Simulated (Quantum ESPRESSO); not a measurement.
Crystal: W.

```
W
1.0
    -1.58234    1.58234    1.58234
     1.58234   -1.58234    1.58234
     1.58234    1.58234   -1.58234
W
1
Direct
  0.00000 0.00000 0.00000
```

Base run:

* Program: Quantum ESPRESSO 7.5
* Functional: optB88-vdW
* Potentials or basis: SG15 PBE 1.2
* Cutoff: 1020 eV
* Density cutoff: 4082 eV
* k mesh: 12 × 12 × 12
* Occupations: fermi-dirac, width 0.05 eV
* Spin: no spin polarisation

Its results: band gap on the k mesh none (metal or under the smearing width); pressure -2.6 GPa.

Question: The run is repeated on the same cell with these changes: functional from optB88-vdW to PBEsol. What comes out?

Answer: Band gap on the k mesh none (metal or under the smearing width); pressure -4.3 GPa.

Caveats: the potentials were made for another functional, which shifts forces and pressure; spin-orbit coupling is left out, which moves the levels of the heavy elements.
